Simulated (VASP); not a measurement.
Write the native input for VASP 6.6.1 that does the following.

- Task: evGW quasiparticle levels
- Functional: PBE
- Potentials or basis: VASP PAW PBE potentials, release 64 (Zr_sv_GW, Se_GW)
- Cutoff: 450 eV
- k mesh: 3 × 3 × 2
- Occupations: gaussian, width 0.01 eV
- Spin: no spin polarisation
- Cutoff of the response function: 100
- Frequency points: 64
- Empty bands: 260
- GW scheme: evGW
- GW iterations: 4
- Further INCAR settings: ALGO = EVGW; EDIFF = 1e-08; NBANDS = 272

Crystal: ZrSe2.

```
Zr Se
1.0
     3.79800    0.00000    0.00000
    -1.89900    3.28916    0.00000
     0.00000    0.00000    6.19200
Zr Se
1 2
Direct
  0.00000 0.00000 0.00000
  0.66667 0.33333 0.75000
  0.33333 0.66667 0.25000
```

The input as run:

POSCAR

```
ZrSe2
1.0
    3.7980000000      0.0000000000      0.0000000000
   -1.8990000000      3.2891644836      0.0000000000
    0.0000000000      0.0000000000      6.1920000000
Zr Se
1 2
Direct
    0.0000000000      0.0000000000      0.0000000000
    0.6666666667      0.3333333333      0.7500000000
    0.3333333333      0.6666666667      0.2500000000
```

INCAR.step1

```
ALGO = Fast ; EDIFF = 1E-8
ENCUT = 450 ; GGA = PE
ISMEAR = 0 ; LASPH = True
LCHARG = False ; LREAL = False
LWAVE = True ; NELM = 100
PREC = Accurate ; SIGMA = 0.01
```

INCAR.step2

```
ALGO = Exact ; EDIFF = 1E-8
ENCUT = 450 ; GGA = PE
ISMEAR = 0 ; ISTART = 1
LASPH = True ; LCHARG = False
LOPTICS = True ; LREAL = False
LWAVE = True ; NBANDS = 272
NELM = 1 ; PREC = Accurate
SIGMA = 0.01
```

INCAR.step3

```
ALGO = EVGW ; EDIFF = 1E-8
ENCUT = 450 ; ENCUTGW = 100
GGA = PE ; ISMEAR = 0
ISTART = 1 ; LASPH = True
LCHARG = False ; LREAL = False
LWAVE = False ; NBANDS = 272
NBANDSGW = 20 ; NELMGW = 4
NOMEGA = 64 ; PREC = Accurate
PRECFOCK = Fast ; SIGMA = 0.01
```

KPOINTS

```
k-points
0
Gamma
  3 3 2
```

Potentials or basis: VASP PAW PBE potentials, release 64 (Zr_sv_GW, Se_GW).

Command:

```console
$ cat potpaw_PBE.64/Zr_sv_GW/POTCAR potpaw_PBE.64/Se_GW/POTCAR > POTCAR
$ cp INCAR.step1 INCAR
$ mpirun -np 1 vasp_std > vasp.out
$ cp INCAR.step2 INCAR
$ mpirun -np 1 vasp_std > vasp.out
$ cp INCAR.step3 INCAR
$ mpirun -np 1 vasp_std > vasp.out
```

It gave:

| Item | Value |
| --- | --- |
| Band gap on the k mesh, mean-field level | 0.53 eV, indirect (least direct gap 0.96 eV) |
| Quasiparticle gap | 1.50 eV |
| Least direct quasiparticle gap | 2.13 eV |

Caveat: the k mesh is coarse (spacing up to 0.64 Å⁻¹), so the values aren't converged; bands, screening cutoff and mesh are small and nothing is extrapolated, so the quasiparticle values aren't converged; an odd mesh through Γ misses points on the zone boundary, where band edges often lie.

It took 7.6 min on 1 thread of Intel(R) Xeon(R) Platinum 8488C (Sapphire Rapids) (shared host), peak memory 0.77 GiB.
